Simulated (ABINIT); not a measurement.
# KBr (Fm-3m) in ABINIT: further runs

The runs below take KBr through equation of state, band structure, with revPBE+D3, BLYP, LDA, SOGGA, RPBE.

Program: ABINIT 10.8.3 (patched build). These are calculated values, not measurements. Logs are shortened: lines on timing, memory, paths and dates and some standing lists are left out, and cuts for length are marked. The log counts tension as positive stress, the text compression.

## 1. The crystal as given

The structure is cubic, space group Fm-3m (No. 225). The conventional cell has a = 6.600 Å, b = 6.600 Å, c = 6.600 Å, α = 90.00°, β = 90.00°, γ = 90.00°. Around Br (site symmetry m-3m) lie 6 K at 3.30 Å. K (site symmetry m-3m) is surrounded by 6 Br at 3.30 Å.

## 2. Equation of state, revPBE+D3

File run.abi:

```
# Datasets: one volume each
ndtset 7
getwfk -1
scalecart1 3*0.9795861087
scalecart2 3*0.9864848297
scalecart3 3*0.9932883884
scalecart4 3*1.0000000000
scalecart5 3*1.0066227096
scalecart6 3*1.0131594038
scalecart7 3*1.0196128224

# Pseudopotentials
pp_dirpath "./"
pseudos "Br.GGA_PBE-JTH.xml, K.GGA_PBE-JTH.xml"

# Structure
acell 3*1.0
rprim
     0.0000000000     6.2360962113     6.2360962113
     6.2360962113     0.0000000000     6.2360962113
     6.2360962113     6.2360962113     0.0000000000
ntypat 2
znucl 35 19
natom 2
typat 1 2
xred
     0.5000000000     0.5000000000     0.5000000000
     0.0000000000     0.0000000000     0.0000000000

# Plane-wave basis
ecut 20.0
pawecutdg 40.0

# k points
kptopt 1
ngkpt 7 7 7
nshiftk 1
shiftk 0.0 0.0 0.0

# Exchange and correlation
ixc 14
vdw_xc 6

# Bands and occupations
nband 12
occopt 3
tsmear 0.00183747

# SCF cycle
nstep 100
tolvrs 1.0e-9

# Output
iomode 3
prtwf 1
prtden 0
prteig 0
prtebands 0
enunit 2
```

Potentials or basis: JTH PAW PBE v2.0.

Command:

```bash
$ abinit run.abi > log 2>&1
```

run.abo:

```text
.Version 10.8.3 of ABINIT
 DATASET    1 : space group Fm -3 m (#225); Bravais cF (face-center cubic)
================================================================================
 Values of the parameters that define the memory need for DATASET  1.
     intxc =       0    ionmov =       0      iscf =      17    lmnmax =      13
     lnmax =       5     mgfft =      36  mpssoang =       3    mqgrid =    3001
     natom =       2  nloc_mem =       2    nspden =       1   nspinor =       1
    nsppol =       1      nsym =      48    n1xccc =       1    ntypat =       2
    occopt =       3   xclevel =       2
       mpw =        1968          nfft =       46656          nkpt =          20
 PAW method is used; the additional fine FFT grid is defined by:
   mgfftf=        50    nfftf =    125000
================================================================================
================================================================================
[... 71 lines left out ...]
 DATASET    7 : space group Fm -3 m (#225); Bravais cF (face-center cubic)
================================================================================
 Values of the parameters that define the memory need for DATASET  7.
     intxc =       0    ionmov =       0      iscf =      17    lmnmax =      13
     lnmax =       5     mgfft =      40  mpssoang =       3    mqgrid =    3001
     natom =       2  nloc_mem =       2    nspden =       1   nspinor =       1
    nsppol =       1      nsym =      48    n1xccc =       1    ntypat =       2
    occopt =       3   xclevel =       2
       mpw =        2213          nfft =       64000          nkpt =          20
 PAW method is used; the additional fine FFT grid is defined by:
   mgfftf=        54    nfftf =    157464
================================================================================
================================================================================

--------------------------------------------------------------------------------
------------- Echo of variables that govern the present computation ------------
--------------------------------------------------------------------------------
 -outvars: echo values of preprocessed input variables --------
            acell      1.0000000000E+00  1.0000000000E+00  1.0000000000E+00 Bohr
              amu      7.99040000E+01  3.90983000E+01
             ecut      2.00000000E+01 Hartree
           enunit           2
           getwfk          -1
              ixc          14
           jdtset        1    2    3    4    5    6    7
         kptrlatt        7    0    0      0    7    0      0    0    7
          kptrlen1     6.04739676E+01
          kptrlen2     6.08998546E+01
          kptrlen3     6.13198669E+01
          kptrlen4     6.17342029E+01
          kptrlen5     6.21430506E+01
          kptrlen6     6.25465882E+01
          kptrlen7     6.29449848E+01
            natom           2
            nband          12
           ndtset           7
            ngfft1         36      36      36
            ngfft2         36      36      36
            ngfft3         36      36      36
            ngfft4         36      36      36
            ngfft5         36      36      36
            ngfft6         36      36      36
            ngfft7         40      40      40
          ngfftdg1         50      50      50
          ngfftdg2         50      50      50
          ngfftdg3         50      50      50
          ngfftdg4         54      54      54
          ngfftdg5         54      54      54
          ngfftdg6         54      54      54
          ngfftdg7         54      54      54
             nkpt          20
            nstep         100
             nsym          48
           ntypat           2
           occopt           3
        pawecutdg      4.00000000E+01 Hartree
         pawxcdev           0
           prtden           0
        prtebands           0
           prteig           0
            rprim1     0.0000000000E+00  6.1087932211E+00  6.1087932211E+00
                       6.1087932211E+00  0.0000000000E+00  6.1087932211E+00
                       6.1087932211E+00  6.1087932211E+00  0.0000000000E+00
            rprim2     0.0000000000E+00  6.1518143090E+00  6.1518143090E+00
                       6.1518143090E+00  0.0000000000E+00  6.1518143090E+00
                       6.1518143090E+00  6.1518143090E+00  0.0000000000E+00
            rprim3     0.0000000000E+00  6.1942419556E+00  6.1942419556E+00
                       6.1942419556E+00  0.0000000000E+00  6.1942419556E+00
                       6.1942419556E+00  6.1942419556E+00  0.0000000000E+00
            rprim4     0.0000000000E+00  6.2360962113E+00  6.2360962113E+00
                       6.2360962113E+00  0.0000000000E+00  6.2360962113E+00
                       6.2360962113E+00  6.2360962113E+00  0.0000000000E+00
            rprim5     0.0000000000E+00  6.2773960655E+00  6.2773960655E+00
                       6.2773960655E+00  0.0000000000E+00  6.2773960655E+00
                       6.2773960655E+00  6.2773960655E+00  0.0000000000E+00
            rprim6     0.0000000000E+00  6.3181595195E+00  6.3181595195E+00
                       6.3181595195E+00  0.0000000000E+00  6.3181595195E+00
                       6.3181595195E+00  6.3181595195E+00  0.0000000000E+00
            rprim7     0.0000000000E+00  6.3584036588E+00  6.3584036588E+00
                       6.3584036588E+00  0.0000000000E+00  6.3584036588E+00
                       6.3584036588E+00  6.3584036588E+00  0.0000000000E+00
          spgroup         225
           tolvrs      1.00000000E-09
           tsmear      1.83747000E-03 Hartree
            typat      1  2
           useylm           1
           vdw_xc           6
           xangst1     3.2326341565E+00  3.2326341565E+00  3.2326341565E+00
                       0.0000000000E+00  0.0000000000E+00  0.0000000000E+00
           xangst2     3.2553999358E+00  3.2553999358E+00  3.2553999358E+00
                       0.0000000000E+00  0.0000000000E+00  0.0000000000E+00
           xangst3     3.2778516795E+00  3.2778516795E+00  3.2778516795E+00
                       0.0000000000E+00  0.0000000000E+00  0.0000000000E+00
           xangst4     3.2999999978E+00  3.2999999978E+00  3.2999999978E+00
                       0.0000000000E+00  0.0000000000E+00  0.0000000000E+00
           xangst5     3.3218549394E+00  3.3218549394E+00  3.3218549394E+00
                       0.0000000000E+00  0.0000000000E+00  0.0000000000E+00
           xangst6     3.3434260303E+00  3.3434260303E+00  3.3434260303E+00
                       0.0000000000E+00  0.0000000000E+00  0.0000000000E+00
           xangst7     3.3647223117E+00  3.3647223117E+00  3.3647223117E+00
                       0.0000000000E+00  0.0000000000E+00  0.0000000000E+00
            xcart1     6.1087932211E+00  6.1087932211E+00  6.1087932211E+00
                       0.0000000000E+00  0.0000000000E+00  0.0000000000E+00
            xcart2     6.1518143090E+00  6.1518143090E+00  6.1518143090E+00
                       0.0000000000E+00  0.0000000000E+00  0.0000000000E+00
            xcart3     6.1942419556E+00  6.1942419556E+00  6.1942419556E+00
                       0.0000000000E+00  0.0000000000E+00  0.0000000000E+00
            xcart4     6.2360962113E+00  6.2360962113E+00  6.2360962113E+00
                       0.0000000000E+00  0.0000000000E+00  0.0000000000E+00
            xcart5     6.2773960655E+00  6.2773960655E+00  6.2773960655E+00
                       0.0000000000E+00  0.0000000000E+00  0.0000000000E+00
            xcart6     6.3181595195E+00  6.3181595195E+00  6.3181595195E+00
                       0.0000000000E+00  0.0000000000E+00  0.0000000000E+00
            xcart7     6.3584036588E+00  6.3584036588E+00  6.3584036588E+00
                       0.0000000000E+00  0.0000000000E+00  0.0000000000E+00
             xred      5.0000000000E-01  5.0000000000E-01  5.0000000000E-01
                       0.0000000000E+00  0.0000000000E+00  0.0000000000E+00
            znucl       35.00000   19.00000

================================================================================

 chkinp: Checking input parameters for consistency, jdtset=   1.

 chkinp: Checking input parameters for consistency, jdtset=   2.
[... 40 lines left out ...]
 getcut: wavevector=  0.0000  0.0000  0.0000  ngfft=  50  50  50
         ecut(hartree)=     40.000   => boxcut(ratio)=   2.03366

--- Pseudopotential description ------------------------------------------------
- pspini: atom type   1  psp file is ./Br.GGA_PBE-JTH.xml
 Pseudopotential format is: paw10
 basis_size (lnmax)=  4 (lmn_size=  8), orbitals=   0   0   1   1
 Spheres core radius: rc_sph= 2.20918964
 Shapefunction is BESSEL type: shapef(r,l)=aa(1,l)*jl(q(1,l)*r)+aa(2,l)*jl(q(2,l)*r)
 Radius for shape functions =  2.00422552
 Compensation charge density is not taken into account in XC energy/potential

- pspini: atom type   2  psp file is ./K.GGA_PBE-JTH.xml
 Pseudopotential format is: paw10
 basis_size (lnmax)=  5 (lmn_size= 13), orbitals=   0   0   1   1   2
 Spheres core radius: rc_sph= 2.10865939
 Shapefunction is SIN type: shapef(r)=[sin(pi*r/rshp)/(pi*r/rshp)]**2
 Radius for shape functions =  2.00653367
 Compensation charge density is not taken into account in XC energy/potential

   6.84131910E+02                                ecore*ucvol(ha*bohr**3)
--------------------------------------------------------------------------------

[... 1151 lines left out ...]
 getcut: wavevector=  0.0000  0.0000  0.0000  ngfft=  40  40  40
         ecut(hartree)=     20.000   => boxcut(ratio)=   2.20962

 getcut : COMMENT -
  Note that boxcut > 2.2 ; recall that boxcut=Gcut(box)/Gcut(sphere) = 2
  is sufficient for exact treatment of convolution.
  Such a large boxcut is a waste : you could raise ecut
  e.g. ecut=   24.412011 Hartrees makes boxcut=2

 Fine grid specifications (used for densities):

 getcut: wavevector=  0.0000  0.0000  0.0000  ngfft=  54  54  54
         ecut(hartree)=     40.000   => boxcut(ratio)=   2.11001
--------------------------------------------------------------------------------
[... 154 lines left out ...]
-Cartesian components of stress tensor (GPa)         [Pressure=  9.0163E-01 GPa]
- sigma(1 1)= -9.01633805E-01  sigma(3 2)=  0.00000000E+00
- sigma(2 2)= -9.01633805E-01  sigma(3 1)=  0.00000000E+00
- sigma(3 3)= -9.01633805E-01  sigma(2 1)=  0.00000000E+00

== END DATASET(S) ==============================================================
================================================================================

 -outvars: echo values of variables after computation  --------
            acell      1.0000000000E+00  1.0000000000E+00  1.0000000000E+00 Bohr
           etotal1    -4.2208380957E+01
           etotal2    -4.2209368681E+01
           etotal3    -4.2210205985E+01
           etotal4    -4.2210916387E+01
           etotal5    -4.2211494565E+01
           etotal6    -4.2211962328E+01
           etotal7    -4.2212326013E+01
            fcart1    -0.0000000000E+00 -0.0000000000E+00 -0.0000000000E+00
                      -0.0000000000E+00 -0.0000000000E+00 -0.0000000000E+00
            fcart2    -0.0000000000E+00 -0.0000000000E+00 -0.0000000000E+00
                      -0.0000000000E+00 -0.0000000000E+00 -0.0000000000E+00
            fcart3    -0.0000000000E+00 -0.0000000000E+00 -0.0000000000E+00
                      -0.0000000000E+00 -0.0000000000E+00 -0.0000000000E+00
            fcart4    -0.0000000000E+00 -0.0000000000E+00 -0.0000000000E+00
                      -0.0000000000E+00 -0.0000000000E+00 -0.0000000000E+00
            fcart5    -0.0000000000E+00 -0.0000000000E+00 -0.0000000000E+00
                      -0.0000000000E+00 -0.0000000000E+00 -0.0000000000E+00
[... 38 lines left out ...]
                       0.0000000000E+00  0.0000000000E+00  0.0000000000E+00
           xangst1     3.2326341565E+00  3.2326341565E+00  3.2326341565E+00
                       0.0000000000E+00  0.0000000000E+00  0.0000000000E+00
           xangst2     3.2553999358E+00  3.2553999358E+00  3.2553999358E+00
                       0.0000000000E+00  0.0000000000E+00  0.0000000000E+00
           xangst3     3.2778516795E+00  3.2778516795E+00  3.2778516795E+00
                       0.0000000000E+00  0.0000000000E+00  0.0000000000E+00
           xangst4     3.2999999978E+00  3.2999999978E+00  3.2999999978E+00
                       0.0000000000E+00  0.0000000000E+00  0.0000000000E+00
           xangst5     3.3218549394E+00  3.3218549394E+00  3.3218549394E+00
                       0.0000000000E+00  0.0000000000E+00  0.0000000000E+00
           xangst6     3.3434260303E+00  3.3434260303E+00  3.3434260303E+00
                       0.0000000000E+00  0.0000000000E+00  0.0000000000E+00
           xangst7     3.3647223117E+00  3.3647223117E+00  3.3647223117E+00
                       0.0000000000E+00  0.0000000000E+00  0.0000000000E+00
             xred      5.0000000000E-01  5.0000000000E-01  5.0000000000E-01
                       0.0000000000E+00  0.0000000000E+00  0.0000000000E+00
 Calculation completed.
```

Wall time 92 s (1 thread of Arm Neoverse V2, shared host); peak memory 0.17 GiB.

Results:

```
Equilibrium volume : 40.80 Å³/atom (rough: see the caveat)
Bulk modulus       : 12.2 GPa (rough)
```

Energy against volume, from the lowest point:
```
volume (Å³/atom)  energy (meV/atom)
          33.781              53.68
          34.500              40.24
          35.218              28.84
          35.937              19.18
          36.656              11.31
          37.374               4.95
          38.093               0.00
```

Caveat: pressures at fixed basis lie under the slope of the energies; the minimum lies outside the volumes run; the PAW data sets were made with another functional, which shifts forces and pressure a little.

(Part 1 of 2 ends here.)
